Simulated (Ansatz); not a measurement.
# How far is PAW off for Na?

```
CELL_PARAMETERS angstrom
-2.11750 2.11750 2.11750
2.11750 -2.11750 2.11750
2.11750 2.11750 -2.11750
ATOMIC_POSITIONS crystal
Na 0.00000 0.00000 0.00000
```

The conventional cell has a = 4.235 Å, b = 4.235 Å, c = 4.235 Å, α = 90.00°, β = 90.00°, γ = 90.00°. Na (atom 1) has 8 Na at 3.67 Å as nearest neighbours.

The cell is a measured one (Crystallography Open Database entry 9011002); the temperature and pressure of the measurement aren't taken into account, and nothing was relaxed.

All numbers are computed: DFT, PBE, PAW with Ansatz's default frozen-core files, scalar-relativistic (Ansatz 0.2.0); DFT, PBE, all-electron PAW with datasets made for the crystal, scalar-relativistic (Ansatz 0.2.0); DFT, PBE, all-electron LAPW, scalar-relativistic (Ansatz 0.2.0).

For PAW: a Γ-centred 11×11×11 k mesh, Fermi–Dirac smearing of 0.03 eV, cutoff 420 eV, no spin polarisation. The crystal-made all-electron datasets (AE datasets) take a cutoff of 160 eV at this cell. LAPW targets a basis error of 0.5 meV/atom. The Ansatz runs share mesh, smearing and spin set-up. Plane-wave (PAW) pressures include the program's estimate of the Pulay term.

Stress and pressure are positive in compression.

Levels count from the Fermi level.

```tsv
quantity	PAW	AE datasets	LAPW
pressure (GPa)	-0.21	-0.20	-0.20
highest filled level at H (eV)	-24.954	-24.959	-24.958
lowest empty level at H (eV)	4.472	4.471	4.471
highest filled level at N (eV)	-24.930	-24.935	-24.934
lowest empty level at N (eV)	0.740	0.740	0.740
highest filled level at P (eV)	-24.946	-24.951	-24.950
lowest empty level at P (eV)	2.672	2.672	2.672
```
